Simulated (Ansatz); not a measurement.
Crystal: Hf, fcc type, 1 atom in the cell.

These are results of r²SCAN, plane waves, PAW datasets (earlier set, tuned by hand) in Ansatz, not measurements.

Cutoff 520 eV; k-mesh 13×13×13 Γ-centred; Fermi–Dirac smearing of 0.1 eV; no spin polarisation; no spin–orbit coupling.

| V (Å³/atom) | a (Å) | E − E(min) (meV/atom) | P (GPa) |
| --- | --- | --- | --- |
| 20.761 | 4.3629 | 44.54 | 9.19 |
| 21.438 | 4.4098 | 14.40 | 5.17 |
| 22.115 | 4.4557 | 0.20 | 1.63 |
| 22.792 | 4.5007 | 0.00 | -1.48 |
| 23.469 | 4.5449 | 12.18 | -4.23 |

(1) Fit a third-order Birch–Murnaghan equation of state to the energies.

## Answers

(1) V₀ = 22.460 Å³/atom (a₀ = 4.479 Å), B₀ = 103 GPa, B₀′ = 3.20.

The stress includes the program's correction for the finite plane-wave basis.

This cubic structure is a model: it isn't the usual form of the substance at ambient conditions, and such phases are metastable or hypothetical.
